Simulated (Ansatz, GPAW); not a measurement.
## TaN: 3 runs at one level of theory

```xyz
2
Lattice="2.9380 0.0000 0.0000 -1.4690 2.5444 0.0000 0.0000 0.0000 2.8830" Properties=species:S:1:pos:R:3 pbc="T T T"
Ta    0.0000    0.0000    1.4415
N     1.4690    0.8481    0.0000
```

Alike in all runs: task single point; functional PBEsol; k mesh 10 × 10 × 9; occupations gaussian, width 0.02 eV; no spin polarisation; no spin-orbit coupling. Pressure is positive in compression and, in plane waves, holds the error of the finite cutoff, which Ansatz's Pulay term estimates and takes out.

```csv
program and potentials,plane-wave cutoff (eV),notes,pressure (GPa)
"Ansatz, Ansatz PAW",420,"potentials made for PBE, which Ansatz adapts in part",?
"GPAW, PAW data sets generated for this functional",800,-,-4.98
"Ansatz, all-electron LAPW, scalar-relativistic",-,-,-4.78
```

**Question.** Estimate from the other rows what the run with Ansatz, Ansatz PAW gave.

**Answer.** Pressure -4.87 GPa. Its pressure holds a Pulay term of +0.47 GPa. The other rows, which needn't bracket it: pressure -4.98 to -4.78.
